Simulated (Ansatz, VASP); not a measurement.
## Two plane-wave programs on Pd

Contents of INCAR:

```
SYSTEM = Pd
PREC = Accurate ; ENCUT = 520
EDIFF = 1E-8 ; ISMEAR = -1
SIGMA = 0.05 ; LREAL = .False.
LASPH = .True. ; NELM = 100
ALGO = Normal ; ISIF = 2
LWAVE = .False. ; LCHARG = .False.
GGA = PS ; LEFG = .True.
NBANDS = 11
```

Contents of KPOINTS:

```
regular mesh
0
Gamma
  18 18 18
  0 0 0
```

The input POSCAR:

```
Pd
1.0
    0.0000000000      1.9449000000      1.9449000000
    1.9449000000      0.0000000000      1.9449000000
    1.9449000000      1.9449000000      0.0000000000
Pd
1
Direct
    0.0000000000      0.0000000000      0.0000000000
```

Input for Ansatz:

```yaml
crystal:
  lattice:
    - [0.0, 1.9449, 1.9449]
    - [1.9449, 0.0, 1.9449]
    - [1.9449, 1.9449, 0.0]
  atoms:
    - { symbol: Pd, position: [0.0, 0.0, 0.0] }
kpoints:
  mp_grid: { grid: [18, 18, 18] }
  band_path:
    path:
      - [0.0, 0.0, 0.0]
      - [0.5, 0.0, 0.5]
      - [0.625, 0.25, 0.625]
      - [0.375, 0.375, 0.75]
      - [0.0, 0.0, 0.0]
      - [0.5, 0.5, 0.5]
      - [0.5, 0.25, 0.75]
      - [0.5, 0.0, 0.5]
    npoints: 14
scf:
  occupations: { method: fermi_dirac, width: 0.05 }
hamiltonian:
  xc: pbesol
  pseudopotentials: { kind: paw }
output:
  forces: true
  stress: true
  eigenvalues: true
  efg: { contact_densities: true }
  populations: true
  bader: true
  dos: { projected: true, de: 0.2, e_range: [-14, 8] }
  write_density: true
  write_potential: true
  elf: true
  volumetric_format: npy
```

Alike in both runs: task electric field gradients; functional PBEsol; k mesh 18 × 18 × 18; occupations fermi-dirac, width 0.05 eV; no spin polarisation.

|  | VASP | Ansatz |
| --- | --- | --- |
| version | VASP 6.6.1 | Ansatz 0.2.0 |
| potentials or method | VASP PAW PBE potentials, release 64 (Pd) | PAW with Ansatz's default frozen-core files, scalar-relativistic |
| plane-wave cutoff (eV) | 520 | 420 |
| valence electrons in the cell | 10 | 18 |

Ansatz gave:

| Property | Result |
| --- | --- |
| pressure (GPa) | -2.2 |
| Vzz of the field gradient on the site that differs most (V/Å²) | 0.0 |

Q: What did VASP give for the same quantities?

A: Pressure (GPa): -2.5; Vzz of the field gradient on the site that differs most (V/Å²): 0.0.

The two sets of potentials don't hold the same shells in valence. Ansatz warned: «gradients_without_spin_orbit».

Caveats: the PAW data sets were made with another functional, which shifts forces and pressure a little (VASP).
